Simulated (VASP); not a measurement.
Write the native input for VASP 6.6.1 that does the following.

| Quantity | Value |
| --- | --- |
| Task | work function |
| Functional | PBE |
| Potentials or basis | VASP PAW PBE potentials, release 64 (S, Sn_d) |
| Cutoff | 520 eV |
| k mesh | 12 × 12 × 1 |
| Occupations | gaussian, width 0.03 eV |
| Spin | non-collinear spin, zero start, spin-orbit coupling |
| Starting moments | [[0.0, 0.0, 0.0], [0.0, 0.0, 0.0], [0.0, 0.0, 0.0]] μB |
| Dipole correction | yes |
| Further INCAR settings | ALGO = Normal; EDIFF = 1e-06 |

The structure of SnS2 lies in POSCAR:

```
SnS2                                    
1.0
    3.6592039281     -0.0000000000      0.0000000000
   -1.8296019641      3.1689635634      0.0000000000
    0.0000000000      0.0000000000     18.9600000000
  S               Sn            
     2     1
Direct
     0.3333330000000032    0.6666669999999968    0.4217867035438203
     0.6666669999999968    0.3333330000000032    0.5782132964561798
     0.0000000000000000    0.0000000000000000    0.5000000000000000
```

The cell was built by a generator and needn't be a form met in nature.

The input as run:

INCAR

```
SYSTEM = SnS2
ALGO = Normal
DIPOL = 0.5 0.5 0.500
EDIFF = 1E-6
ENCUT = 520
GGA = PE
GGA_COMPAT = .False.
IDIPOL = 3
ISIF = 2
ISMEAR = 0
KPAR = 4
LASPH = .True.
LCHARG = .True.
LDIPOL = .True.
LORBIT = 11
LREAL = .False.
LSORBIT = .True.
LVACPOTAV = .True.
LVHAR = .True.
LWAVE = .False.
MAGMOM = 0 0 0 0 0 0 0 0 0
NELM = 80
PREC = Accurate
SIGMA = 0.03
```

KPOINTS

```
k-points
0
Gamma
  12 12 1
  0 0 0
```

Potentials or basis: VASP PAW PBE potentials, release 64 (S, Sn_d).

Run with:

```sh
$ cat potpaw_PBE.64/S/POTCAR potpaw_PBE.64/Sn_d/POTCAR > POTCAR
$ mpirun -np 4 vasp_ncl > vasp.out
```

Results of the run:

| Property | Result |
| --- | --- |
| Largest force | 0.099 eV/Å |
| Net moment | 0.00 μB per cell |
| Valence electrons inside the program's atomic spheres | S 3.70; Sn 12.19 |
| Work function of the upper face | 6.60 eV |
| Work function of the lower face | 6.60 eV |

It took 3.9 min on 4 MPI ranks on Intel(R) Xeon(R) Platinum 8488C (Sapphire Rapids) (shared host), peak memory 0.92 GiB a rank.
